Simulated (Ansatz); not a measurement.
Consider the following.

LaAlO$_{3}$ (cubic perovskite)

```
CELL_PARAMETERS angstrom
      3.77165     0.00000     0.00000
      0.00000     3.77165     0.00000
      0.00000     0.00000     3.77165
ATOMIC_POSITIONS crystal
  La 0.50000 0.50000 0.50000
  Al 0.00000 0.00000 0.00000
  O  0.00000 0.50000 0.00000
  O  0.50000 0.00000 0.00000
  O  0.00000 0.00000 0.50000
```

E(V) scan at fixed shape, V₀ the volume above. Symmetry pins the atoms to their sites.

Level of theory: PBEsol (plane waves to 420 eV, PAW, scalar-relativistic; Ansatz, an electronic-structure program). k mesh 9×9×9 (Γ-centred), Fermi-Dirac smearing 0.05 eV. E stands for the smeared free energy. Compression counts positive. LaAlO3 is run without spin polarisation. LaAlO3 was relaxed with its symmetry unable to fall. This is a high-temperature form of LaAlO3. The zero of ΔE is the relaxed starting cell.

The scan covers V/V₀ from 0.840 to 1.160 in 9 points.

Q: What is ΔE at V/V₀ = 0.840?

A: 240.9 meV/atom.

Q: What pressure does the cell carry at V/V₀ = 0.840?

A: 52.4 GPa.

Q: What is ΔE at V/V₀ = 1.160?

A: 136.9 meV/atom.

(A scan under strain: stresses follow from slopes of the energy per volume, elastic moduli from its curvatures.)
